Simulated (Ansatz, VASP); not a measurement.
**Two plane-wave programs on HfN**

```
CELL_PARAMETERS angstrom
3.11549 0.00000 0.00000
-1.55774 2.69809 0.00000
0.00000 0.00000 5.37789
ATOMIC_POSITIONS crystal
Hf 0.66667 0.33333 0.75000
Hf 0.33333 0.66667 0.25000
N 0.00000 0.00000 0.00000
N 0.00000 0.00000 0.50000
```

Alike in both runs: functional PBEsol; k mesh 18 × 18 × 8; occupations fermi-dirac, width 0.15 eV; no spin polarisation.

Ansatz relaxed the structure, and its values are those at the end. VASP's run is a single point on that final structure, the one shown.

|  | VASP | Ansatz |
| --- | --- | --- |
| version | VASP 6.6.1 | Ansatz 0.2.0 |
| potentials or method | VASP PAW PBE potentials, release 64 (Hf_pv, N) | scalar-relativistic, plane waves, PAW |
| plane-wave cutoff (eV) | 520 | 420 |
| valence electrons in the cell | 30 | 62 |

|  | VASP | Ansatz | Ansatz less VASP |
| --- | --- | --- | --- |
| gap on the k mesh at the Fermi level (eV) | none | none | - |
| pressure (GPa) | 0.9 | 3.0 | +2.07 |

A gap of «none» marks a metal or a gap that the smearing closes. With one functional, cell and mesh, what is left measures potentials, basis and numerics. The two sets of potentials don't hold the same shells in valence.

Caveats: the PAW data sets were made with another functional, which shifts forces and pressure a little (VASP). Spin-orbit coupling is left out, which matters for the levels of Hf.
